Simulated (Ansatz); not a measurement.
## Where O_i (4-fold void) puts its levels in the gap of TiO2 (I4_1/amd)

Charge states of O_i (4-fold void) in TiO2 (I4_1/amd), set against the band edges. Model: a cell of 96 host atoms with 1 O put in.

Main program and level: Ansatz 0.2.0; place-levels on r2SCAN runs: charge-transition levels and formation energies with image-charge correction and potential alignment at the atomic sites; PAW set soft_1.

**Measured values to reproduce.**

For TiO2, anatase (commercial anatase powder, 20 nm crystallites), “Olive Leaves as Biotemplates for Enhanced Solar-Light Harvesting by a Titania-Based Solid” (2020, pmc:7353264) gives, by diffuse reflectance UV-Vis: band gap (optical gap from modified Kubelka-Munk plot, exponent 1/2 (indirect)) 3.22 eV [commercial anatase powder, 20 nm crystallites; Tauc-type extrapolated optical gap …].

## 1. The structure

The cell holds 97 atoms: 32 Ti and 65 O. Cell: a = 10.684 Å, b = 10.684 Å, c = 9.593 Å, α = 90.0°, β = 90.0°, γ = 90.0°. It derives from TiO2 (space group I4_1/amd). Nearest the centre at fractional (0.625, 0.375, 0.250): O97 at 0.00 Å, O64 at 1.93 Å, O85 at 1.93 Å, O95 at 1.93 Å, O70 at 1.93 Å, Ti53 at 2.67 Å, Ti56 at 2.67 Å, Ti77 at 2.67 Å.

The host's dielectric constants go in as inputs: (6.86, 6.86, 6.30) for the electrons alone, (65.68, 65.68, 30.22) with the ions, computed on the host (DFPT, PBEsol, on the r2SCAN cell), and a cell off the functional's own equilibrium shifts the ionic part.

The cell's shortest repeat is 9.6 Å.

## 2. Charge states

A transition level is the Fermi level at which two charge states cost the same, so each charge needs its own total energy, at its own relaxed structure.

Random displacements of about 0.05 Å break the site symmetry at the start, so that the relaxation can reach a distorted minimum if there is one. Forces are taken at one point at (¼, ¼, ¼). The cell holds 2 electrons more than the neutral one, with a uniform background that keeps it neutral on the whole.

The sampling was tested on the host first: at the k-points planned (1x1x1 shifted 0.25 0.25 0.25) its energy lies 0.000 eV an atom from the dense-mesh value, under the bound of 0.02 eV set for this test; that bounds the host's error, not the defect's.

One of the inputs; charge, spin and start change from state to state.

File qm2.relax/input.yaml:

```yaml
crystal:
  lattice:
    - [3.77722781, 3.77722781, 0.0]
    - [-3.77722781, 3.77722781, 0.0]
    - [0.0, 0.0, 9.59309384]
  atoms:
    - { symbol: Ti, position: [0.0, 0.0, 0.0] }
    - { symbol: Ti, position: [0.0, 0.5, 0.5] }
    - { symbol: Ti, position: [0.5, 0.0, 0.5] }
    - { symbol: Ti, position: [0.5, 0.5, 0.0] }
    - { symbol: Ti, position: [0.25, 0.25, 0.25] }
    - { symbol: Ti, position: [0.25, 0.75, 0.75] }
    - { symbol: Ti, position: [0.75, 0.25, 0.75] }
    - { symbol: Ti, position: [0.75, 0.75, 0.25] }
    - { symbol: O, position: [0.25, 0.25, 0.45716038] }
    - { symbol: O, position: [0.25, 0.75, 0.95716038] }
    - { symbol: O, position: [0.75, 0.25, 0.95716038] }
    - { symbol: O, position: [0.75, 0.75, 0.45716038] }
    - { symbol: O, position: [0.0, 0.0, 0.20716038] }
    - { symbol: O, position: [0.0, 0.5, 0.70716038] }
    - { symbol: O, position: [0.5, 0.0, 0.70716038] }
    - { symbol: O, position: [0.5, 0.5, 0.20716038] }
    - { symbol: O, position: [0.25, 0.25, 0.04283962] }
    - { symbol: O, position: [0.25, 0.75, 0.54283962] }
    - { symbol: O, position: [0.75, 0.25, 0.54283962] }
    - { symbol: O, position: [0.75, 0.75, 0.04283962] }
    - { symbol: O, position: [0.0, 0.0, 0.79283962] }
    - { symbol: O, position: [0.0, 0.5, 0.29283962] }
    - { symbol: O, position: [0.5, 0.0, 0.29283962] }
    - { symbol: O, position: [0.5, 0.5, 0.79283962] }
  supercell: [2, 2, 1]
  defects: [{ interstitial: { symbol: O, position: [0.625, 0.375, 0.25] } }]
total_charge: -2
basis:
  ecutwfc: 500
  xc_grid: 2
hamiltonian:
  xc: r2scan
  pseudopotentials: { kind: paw, azcp: { folder: soft_1 } }
kpoints:
  mp_grid: { grid: [1, 1, 1], shift: [0.25, 0.25, 0.25] }
scf:
  occupations: { method: fixed }
  max_iter: 100
output:
  forces: true
  charged_corrections: { epsilon: [6.86, 6.86, 6.3], static_epsilon: [65.68, 65.68, 30.22] }
relax:
  f_tol: 0.02
  max_steps: 80
  random_displacement: { amplitude: 0.05, seed: 9375 }
checkpoint:
  write: "../qm2.relax.run"
  compress: false
  write_wavefunctions: true
  write_every: 100000
```

The run is started by

```
> ansatz run input.yaml --threads 32 --pin off --max-ram 56524MiB --backend cuda --events-out ev --progress --plain --runs-dir out --max-vram 78GiB
```

Defect states can disperse in a cell of this size, so the energy is taken again at a 2×2×2 shifted mesh, on the relaxed structure.

The run of this state that the levels use, under r2SCAN:

File qm2.point/input.yaml:

```yaml
crystal:
  checkpoint: "../qm2.relax.run"
  host: checkpoint
total_charge: -2
basis:
  ecutwfc: 500
  xc_grid: 2
hamiltonian:
  xc: r2scan
  pseudopotentials: { kind: paw, azcp: { folder: soft_1 } }
kpoints:
  mp_grid: { grid: [2, 2, 2], shift: [0.5, 0.5, 0.5] }
scf:
  occupations: { method: fermi_dirac, width: 0.01 }
  max_iter: 100
output:
  forces: true
  eigenvalues: true
  charged_corrections:
    epsilon: [6.86, 6.86, 6.3]
    static_epsilon: [65.68, 65.68, 30.22]
    defect_position: [0.625, 0.375, 0.25]
  eigenstates: { localisation: true }
  populations: true
  band_densities: [{ bands: [v1, v1] }, { bands: [c1, c1] }]
  write_density: true
  write_potential: true
  volumetric_format: npy
checkpoint:
  read: "../qm2.relax.run"
  write: "../qm2.point.run"
  compress: false
  write_wavefunctions: false
  write_every: 100000
```

Relaxations under r2SCAN at one point at (¼, ¼, ¼); times on 1 × NVIDIA GB200 with 32 threads of Arm Neoverse V2, shared host:

```csv
charge,moment (μB),occupations,outcome,steps,largest displacement against the far atoms (Å),time
−2,0,fixed,converged,13,1.60,15 s
−2,2,fixed,converged,11,1.07,18 s
−1,1,fixed,converged,11,1.07,18 s
0,0,fixed,converged,10,1.25,12 s
0,2,fixed,converged,20,1.00,30 s
+1,1,fixed,converged,16,1.26,31 s
```

Single points under r2SCAN at a 2×2×2 shifted mesh; times on 1 × NVIDIA GB200 with 32 threads of Arm Neoverse V2, shared host:

```csv
charge,moment (μB),occupations,outcome,time
−2,0,fermi-dirac,converged,4.3 s
−2,2,fermi-dirac,converged,13 s
−1,1,fermi-dirac,converged,12 s
0,0,fermi-dirac,converged,4.5 s
0,2,fermi-dirac,converged,12 s
+1,1,fermi-dirac,converged,11 s
```

Distances (Å) from O97 to the nearest atoms after relaxation with r2SCAN:

```csv
charge,moment (μB),1.,2.,3.,4.,5.,6.
−2,0,Ti 1.85,Ti 1.86,O 2.30,O 2.30,O 2.31,O 2.31
−2,2,O 1.91,Ti 2.04,Ti 2.05,Ti 2.10,O 2.46,O 2.47
−1,1,O 1.91,Ti 2.04,Ti 2.05,Ti 2.09,O 2.47,O 2.47
0,0,O 1.45,Ti 2.12,Ti 2.12,Ti 2.13,O 2.54,O 2.54
0,2,O 1.93,Ti 2.12,Ti 2.13,Ti 2.14,O 2.24,O 2.48
+1,1,O 1.38,Ti 2.14,Ti 2.26,Ti 2.26,O 2.51,O 2.51
```

## 3. Placing the levels, r2SCAN

A charged cell interacts with its images and the background, and its potential has another zero than the host's. place-levels removes the first by a point-charge model, screened by the static dielectric constant since the ions have relaxed around the charge, and the second by comparing potentials at atoms far from the defect.

The host is a run of the defect-free crystal in the same cutoffs, grids and k-points, so that basis and sampling errors cancel in part in the differences. Its band edges come from a run of the primitive cell that searches the zone for them. The host is run in a cell of 24 atoms on a matching mesh. Chemical potentials are energies per atom of O (O2 molecule), run with the same functional and cutoff.

File levels.point.yaml:

```yaml
host:
  run: host.point.run
  levels_from: { run: edges.point.run }
states: [qm2.point.run, qm2_M2.point.run, qm1_M1.point.run, q0.point.run, q0_M2.point.run, qp1_M1.point.run]
geometry_from:
  qm2.point.run: qm2.relax.run
  qm2_M2.point.run: qm2_M2.relax.run
  qm1_M1.point.run: qm1_M1.relax.run
  q0.point.run: q0.relax.run
  q0_M2.point.run: q0_M2.relax.run
  qp1_M1.point.run: qp1_M1.relax.run
  host.point.run: host.relax.run
chemical_potentials:
  O:
    energy: -565.989614
    dataset: <sha256 of the dataset>
epsilon: [6.86, 6.86, 6.3]
static_epsilon: [65.68, 65.68, 30.22]
vertical:
  - { from: qm2.point.run, to: qm2.point_neutral.run }
  - { from: qm2_M2.point.run, to: qm2_M2.point_neutral.run }
  - { from: qm1_M1.point.run, to: qm1_M1.point_neutral.run }
  - { from: qp1_M1.point.run, to: qp1_M1.point_neutral.run }
```

The run is started by

```
> ansatz place-levels levels.point.yaml -- --threads 32 --pin off --max-ram 56524MiB --backend cuda --max-vram 78GiB
```

Numbers of over 12 decimals in the logs are rounded to 6 here.

What it wrote:

```text
[... repeated set-up lines and file paths are left out, and long positions are rounded to six places ...]
(+1/0) 0.149 eV above the valence edge, 2.386 eV under the conduction edge
(0/-1) 2.282 eV above the valence edge, 0.253 eV under the conduction edge; not on the lower envelope
(-1/-2) 1.918 eV above the valence edge, 0.617 eV under the conduction edge; not on the lower envelope
(0/-2) 2.100 eV above the valence edge, 0.435 eV under the conduction edge: charges between them are lowest nowhere
formation energy of charge +1: +1.251 eV with the Fermi level at the valence edge
formation energy of charge 0: +1.400 eV with the Fermi level at the valence edge
formation energy of charge -1: +3.683 eV with the Fermi level at the valence edge
formation energy of charge -2: +5.601 eV with the Fermi level at the valence edge
vertical -2 to 0: no energy, since no alignment is typed
  the change from vertical[0].from (qm2.point.run) to vertical[0].to (qm2.point_neutral.run): by its potential at epsilon [6.86, 6.86, 6.3] it stands at 0.768 0.394 0.373, with an rms radius of about 4.4 Å (2.6 2.6 2.4 Å across the planes of the cell's [...]
vertical -2 to 0: no energy, since no alignment is typed
  the change from vertical[1].from (qm2_M2.point.run) to vertical[1].to (qm2_M2.point_neutral.run): by its potential at epsilon [6.86, 6.86, 6.3] it stands at 0.748 0.251 0.156, with an rms radius of about 4.2 Å (2.5 2.5 2.3 Å across the planes of the cell's [...]
vertical -1 to 0: no energy, since no alignment is typed
  the change from vertical[2].from (qm1_M1.point.run) to vertical[2].to (qm1_M1.point_neutral.run): by its potential at epsilon [6.86, 6.86, 6.3] it stands at 0.749 0.499 0.294, with an rms radius of about 2.2 Å (1.5 1.5 0.6 Å across the planes of the cell's [...]
vertical +1 to 0: no energy, since no alignment is typed
  the change from vertical[3].from (qp1_M1.point.run) to vertical[3].to (qp1_M1.point_neutral.run): by its potential at epsilon [6.86, 6.86, 6.3] it stands at 0.503 0.252 0.282, with an rms radius of about 1.7 Å (1.2 1.2 0.5 Å across the planes of the cell's [...]
  edges by r2scan of host.levels_from (edges.point.run), its mesh sampled to repeats of 37.77 Å (the valence edge +0.113 eV and the conduction edge -0.340 eV from those of the host's own run), gap 2.535 eV; the host is sampled to repeats of 28.72 Å
  the defect's cells are sampled to repeats of 28.72 Å, like sampling
  charge +1: -117254.1226 eV with its correction of +0.109 eV, at epsilon [65.68, 65.68, 30.22], aligned at sites: +0.0709 eV, mean over 54 atomic sites at or beyond 4.80 Å from the defect at [0.6250, 0.3750, 0.2500], with +0.000000 for the charge's moments [...]
  charge 0: +0.000 eV for its dipole among its images, +0.024 omitted
  charge -1: -117238.0232 eV with its correction of -0.085 eV, at epsilon [65.68, 65.68, 30.22], aligned at sites: +0.1232 eV, mean over 54 atomic sites at or beyond 4.80 Å from the defect at [0.6250, 0.3750, 0.2500], with +0.000000 for the charge's moments [...]
[...]
of vertical[0].from (qm2.point.run): its displacements don't fall off away from the defect: farther atoms stand 0.043 Å off the host's places. [...]
  vertical[0].to (qm2.point_neutral.run): levels filled in part (TS 0.023 eV): its energy is of no whole electron's
  of vertical[0].to (qm2.point_neutral.run): its displacements don't fall off away from the defect: farther atoms stand 0.043 Å off the host's places. [...]
  of vertical[1].from (qm2_M2.point.run): its displacements don't fall off away from the defect: farther atoms stand 0.012 Å off the host's places. [...]
  of vertical[1].to (qm2_M2.point_neutral.run): i
```

The job ended after 0.7 s (32 threads of Arm Neoverse V2, shared host).

Levels between the charges placed, in eV above the valence top:

```csv
,gap (eV),(+1/0),(0/−1),(−1/−2)
r2SCAN,2.54,0.15,2.28,1.92
```

Corrections by state:

```csv
charge,moment (μB),image terms and alignment (eV),band filling (eV),ε used,"over the lowest of its charge, as the program ranks them, band filling apart (eV)"
+1,1.0,0.109,-,"principal values (30.22, 65.68, 65.68)",0.000
0,0.0,0.000,-,-,0.000
−1,1.0,-0.085,-,"principal values (30.22, 65.68, 65.68)",0.000
−2,0.0,-0.162,-,"principal values (30.22, 65.68, 65.68)",0.000
0,2.0,0.000,-,-,2.106
−2,2.0,-0.247,-,"principal values (30.22, 65.68, 65.68)",0.928
```

The charged structures listed were also run neutral, and place-levels reads from each pair, by the potential or the spins, how wide the charge is by which they differ; that can be the carrier of either run.

```csv
charge,rms radius (Å),spread where it is widest against the cell (Å),wide from (Å),reading
+1,1.7,1.17,1.85,narrow
−1,2.2,1.50,1.85,narrow
−2,4.4,2.38,1.66,wide
```

The neutral runs of these pairs need not share the spin of the lowest neutral state, and very wide values only mean spread over the cell.

From the program's caveats on the states, each cut to its opening words:

- charge +1 (1 μB), 0: its displacements don't fall off away from the defect: farther atoms stand 0.013 Å off the host's places
- charge +1 (1 μB), −1 (1 μB), 0 (2 μB), −2 (2 μB): flagged: stability check not made
- charge −1 (1 μB): its displacements don't fall off away from the defect: farther atoms stand 0.011 Å off the host's places
- charge −2: it parts from the run at its places by a charge that spreads by about 2.4 Å along one vector (1.7 Å or more is wide), by its potential at epsilon [6.86, 6.86, [...]
- charge −2: its displacements don't fall off away from the defect: farther atoms stand 0.043 Å off the host's places
- charge 0 (2 μB): its displacements don't fall off away from the defect: farther atoms stand 0.016 Å off the host's places
- charge −2 (2 μB): it parts from the run at its places by a charge that spreads by about 2.3 Å along one vector (1.7 Å or more is wide), by its potential at epsilon [6.86, 6.86, [...]
- charge −2 (2 μB): its displacements don't fall off away from the defect: farther atoms stand 0.012 Å off the host's places
- charge −2 (2 μB): its moments are held at its close (magnetization.spin_locking), by a field of 0.135 eV a Bohr magneton, and its energy and levels are of the state that this [...]

Chemical potentials of the elements' reference phases, run alike. Formation energy by charge state (elemental references; gap 2.54 eV):

```csv
charge,at valence top (eV),at conduction bottom (eV),correction included (eV)
+1,1.25,3.79,0.11
0,1.40,1.40,0.00
−1,3.68,1.15,-0.09
−2,5.60,0.53,-0.16
```

| Fermi level (eV) | lowest formation energy (eV) |
| --- | --- |
| 0.00 | 1.25 |
| 0.23 | 1.40 |
| 0.46 | 1.40 |
| 0.69 | 1.40 |
| 0.92 | 1.40 |
| 1.15 | 1.40 |
| 1.38 | 1.40 |
| 1.61 | 1.40 |
| 1.84 | 1.40 |
| 2.07 | 1.40 |
| 2.30 | 0.99 |
| 2.54 | 0.53 |

## 4. The same at the relaxations' own k-points

The relaxations' own energies give the levels at their sampling, for comparison.

File levels.relax_mesh.yaml:

```yaml
host:
  run: host.relax.run
  levels_from: { run: edges.relax.run }
states: [qm2.relax.run, qm2_M2.relax.run, qm1_M1.relax.run, q0.relax.run, q0_M2.relax.run, qp1_M1.relax.run]
chemical_potentials:
  O:
    energy: -565.989614
    dataset: <sha256 of the dataset>
```

The run is started by

```
> ansatz place-levels levels.relax_mesh.yaml -- --threads 32 --pin off --max-ram 56524MiB --backend cuda --max-vram 78GiB
```

What it wrote:

```text
(+1/0) 0.152 eV above the valence edge, 2.383 eV under the conduction edge
[...]
formation energy of charge +1: +1.248 eV with the Fermi level at the valence edge
formation energy of charge 0: +1.400 eV with the Fermi level at the valence edge
formation energy of charge -1: +3.684 eV with the Fermi level at the valence edge
formation energy of charge -2: +5.604 eV with the Fermi level at the valence edge
  edges by r2scan of host.levels_from (edges.relax.run), its mesh sampled to repeats of 37.77 Å (the valence edge +0.113 eV and the conduction edge -0.340 eV from those of the host's own run), gap 2.535 eV; the host is sampled to repeats of 14.36 Å
[... the lines on each state left out ...]
```

Wall time 0.23 s (32 threads).

Levels between neighbouring charges, in eV above the valence top:

```csv
,gap (eV),(+1/0),(0/−1),(−1/−2)
"one point at (¼, ¼, ¼)",2.54,0.15,2.28,1.92
a 2×2×2 shifted mesh,2.54,0.15,2.28,1.92
```

Going from one point at (¼, ¼, ¼) to a 2×2×2 shifted mesh moves the levels that carry no band-filling term by up to 0.00 eV and formation energies against the elements by up to 0.00 eV.

## 5. Results

```
gap of the host                                                             : 2.54 eV (r2SCAN)
level (plus 1/0)                                                            : 0.15 eV above the valence top
level (0/minus 1)                                                           : 2.28 eV above the valence top, not a change between lowest states
level (minus 1/minus 2)                                                     : 1.92 eV above the valence top, not a change between lowest states
level (0/minus 2)                                                           : 2.10 eV above the valence top
lowest of the charges placed, just above the valence top (0.02 eV)          : +1
lowest of the charges placed, just below the conduction bottom (0.02 eV)    : −2
lowest formation energy at mid-gap of the charges run, elemental references : 1.40 eV
```

What this shows: Of the charges placed (−2, −1, 0 and +1), the lowest changes at 0.15 eV (+1/0) and 2.10 eV (0/−2) above the valence top, in a gap of 2.54 eV. (0/−2) passes over charge −1, which lies 0.18 eV above the two there; a lower structure or spin state of it, if missed, would change that. (+1/0) lies 0.15 eV from a band edge, less than the doubt on such levels. Charges above +1 and below −2 were not placed, so these runs say nothing of levels that involve them. States placed: +1 at 1 μB; 0 at 0 μB and 2 μB; −1 at 1 μB; −2 at 0 μB and 2 μB. Other spin states or structures, where not listed, weren't placed. At charge −2, −1, 0 and +1 the atom put in ends up to 1.6 Å from its starting place, so the name tells the start alone and the levels can join different sites. Going from one point at (¼, ¼, ¼) to a 2×2×2 shifted mesh moves the levels that carry no band-filling term by up to 0.00 eV and formation energies against the elements by up to 0.00 eV. Limits: r2SCAN makes the gap too small and tends to spread out bound carriers; where a gas molecule sets a chemical potential or the host's formation energy, its binding is uncorrected.

Computed beside measured:

```
                             quantity  measured           r2SCAN
band gap (least gap of the host) (eV)      3.22  2.54 (-0.68 eV)
```

Measured values from pmc:7353264 (2020).

Verdict: The band gap is off by -0.68 eV: a clear miss. Local and semilocal functionals usually give gaps below the measured ones. An optical gap can lie under the band gap by the exciton's binding. Zero-point and thermal motion shift the measured gap.

[Logs are printed without paths, hosts, clocks, repeated set-up lines and the standing remarks that a program may print on its own settings, such as how far it seeks lower states.]

[Hosts, paths, dates, database ids (printed as entryN), source tags and the programs' standing remarks are cut or masked in the printed files.]

[Where a table of states has a column of steps, it counts the stored structures, which are thinned; the runs took as many ionic steps or more.]

[A defect's name tells the site on which it was built; relaxed atoms can leave that site.]

[For some hosts the program warned that the k-mesh of the response run may be too coarse for force constants and the static dielectric constant; such warnings are not shown here.]
